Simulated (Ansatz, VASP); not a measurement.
## BaS in VASP and in Ansatz

The input INCAR:

```
SYSTEM = BaS
  PREC = Accurate
  ENCUT = 520
  EDIFF = 1E-7
  ISMEAR = 0
  SIGMA = 0.05
  LREAL = .False.
  LASPH = .True.
  NELM = 60
  ALGO = Normal
  ISIF = 2
  LWAVE = .False.
  LCHARG = .False.
  GGA = PS
  NBANDS = 15
```

KPOINTS

```
Automatic mesh
0
Gamma
  8 8 8
  0 0 0
```

File POSCAR:

```
BaS
1.0
    0.0000000000      3.1663007200      3.1663007200
    3.1663007200      0.0000000000      3.1663007200
    3.1663007200      3.1663007200      0.0000000000
Ba S
1 1
Direct
   -0.0055830671      0.0055830671      0.0000000000
    0.5000000000      0.5000000000      0.5000000000
```

Input for Ansatz:

```yaml
crystal:
  lattice:
    - [0.0, 3.16630072, 3.16630072]
    - [3.16630072, 0.0, 3.16630072]
    - [3.16630072, 3.16630072, 0.0]
  atoms:
    - { symbol: Ba, position: [-0.0055830671, 0.0055830671, 0.0] }
    - { symbol: S, position: [0.5, 0.5, 0.5] }
basis:
  ecutwfc: 420
kpoints:
  mp_grid: { grid: [8, 8, 8] }
hamiltonian:
  xc: pbesol
scf:
  occupations: { method: gaussian, width: 0.05 }
output:
  forces: true
  stress: true
  eigenvalues: true
```

Change from the starting cell: all Ba atoms moved +0.025 Å, as atom 1 along Cartesian [1 -1 0].

Alike in both runs: task single point; functional PBEsol; k mesh 8 × 8 × 8; occupations gaussian, width 0.05 eV; no spin polarisation.

```csv
,VASP,Ansatz
version,VASP 6.6.1,Ansatz 0.2.0
potentials or method,"VASP PAW PBE potentials, release 64 (Ba_sv, S)","scalar-relativistic, plane waves, PAW"
plane-wave cutoff (eV),520,420
valence electrons in the cell,16,16
```

VASP gave:

```
gap on the k mesh at the Fermi level (eV) : 1.94
least direct gap on the mesh (eV)         : 2.06
pressure (GPa)                            : 0.7
rms of the force components (eV/Å)        : 0.032
```

Q: Estimate Ansatz's values.

A: gap on the k mesh at the Fermi level (eV): 2.04; least direct gap on the mesh (eV): 2.13; pressure (GPa): 0.0; rms of the force components (eV/Å): 0.029.

Atom by atom the forces differ by 0.003 eV/Å (rms over components). With one functional, cell and mesh, what is left measures potentials, basis and numerics.

Caveats: the PAW data sets were made with another functional, which shifts forces and pressure a little (VASP); spin-orbit coupling is left out, which moves the levels of the heavy elements. A k mesh can miss the band edges.
